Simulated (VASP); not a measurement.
Data:

```
CELL_PARAMETERS angstrom
      0.00000     3.05000     3.05000
      3.05000     0.00000     3.05000
      3.05000     3.05000     0.00000
ATOMIC_POSITIONS crystal
  Zn 0.00000 0.00000 0.00000
  Te 0.25000 0.25000 0.25000
```

All values below come from optB88-vdW, VASP's PBE PAW potentials (set 64) (plane waves; VASP). Settings: 520 eV cut-off, 7×7×7 Γ-centred mesh, Gaussian smearing of 0.050 eV, potentials Zn Te.

Energy and stress use the plane-wave basis of the starting cell.

### Question
The ions, cell shape and volume are relaxed. Give the cell that the relaxation ends in.

### Answer

```
CELL_PARAMETERS angstrom
      0.00000     3.08378     3.08378
      3.08378     0.00000     3.08378
      3.08378     3.08378     0.00000
ATOMIC_POSITIONS crystal
  Zn 0.00000 0.00000 0.00000
  Te 0.25000 0.25000 0.25000
```
Space group F-43m (216), at a tolerance of 0.03 Å.

### Question
How do energy and volume change from the first to the last step?

### Answer
The energy (σ→0) changes by -4.7 meV/atom and the volume by +3.4 %, in 3 ionic steps.

```csv
step,E(σ→0) (eV),max force (eV/Å),pressure (GPa),volume (Å³)
1,-0.0378,0.000,1.63,56.75
2,-0.0467,0.000,-0.38,59.15
3,-0.0472,0.000,0.03,58.65
```

The compound is ZnTe in the zinc blende structure. This run relaxes it. Symmetry was kept, so distortions that lower it aren't found.
